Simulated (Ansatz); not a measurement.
(101) slab cut from the bulk of WC, P-6m2 (No. 187); the slab's formula is WC:

```yaml
crystal:
  lattice:
    - [2.89841, 0.00000, 0.00000]
    - [-1.44921, 3.78100, 0.00000]
    - [0.00000, 0.00000, 25.95016]
  atoms:
    - { symbol: C, position: [0.28673, 0.57345, 0.28902] }
    - { symbol: W, position: [0.72036, 0.44073, 0.34930] }
    - { symbol: C, position: [0.00709, 0.01418, 0.36135] }
    - { symbol: W, position: [0.44073, 0.88145, 0.42163] }
    - { symbol: C, position: [0.72745, 0.45490, 0.43369] }
    - { symbol: W, position: [0.16109, 0.32218, 0.49397] }
    - { symbol: C, position: [0.44781, 0.89563, 0.50603] }
    - { symbol: W, position: [0.88145, 0.76290, 0.56631] }
    - { symbol: C, position: [0.16818, 0.33635, 0.57837] }
    - { symbol: W, position: [0.60181, 0.20363, 0.63865] }
    - { symbol: C, position: [0.88854, 0.77708, 0.65070] }
    - { symbol: W, position: [0.32218, 0.64435, 0.71098] }
```

All numbers below come from DFT PBEsol, scalar-relativistic, plane waves, PAW in Ansatz 0.2.0. Plane waves to 420 eV, a k mesh through Γ of 13×9×1 on the computed 12-atom cell and Gaussian smearing (0.10 eV); no spin polarisation. The cell repeats along c with a dipole correction in the vacuum.

(1) What forces act on the atoms?

Spin–orbit coupling is left out, which can shift energies with elements as heavy as these.

Answers

(1)
```csv
atom,Fx (eV/Å),Fy (eV/Å),Fz (eV/Å)
C1,-0.002,-1.236,3.436
W2,0.003,1.493,-3.564
C3,-0.001,-0.372,0.774
W4,0.000,0.459,-1.059
C5,0.001,-0.607,0.372
W6,0.003,0.409,-0.060
C7,-0.002,-0.157,0.140
W8,0.003,0.229,-0.130
C9,-0.003,-0.291,0.247
W10,-0.001,0.378,0.397
C11,0.000,-0.365,0.895
W12,0.000,0.059,-1.447
```

Cost: 1 run of about 1.8 core-minutes, on Arm Neoverse V2 (shared hosts).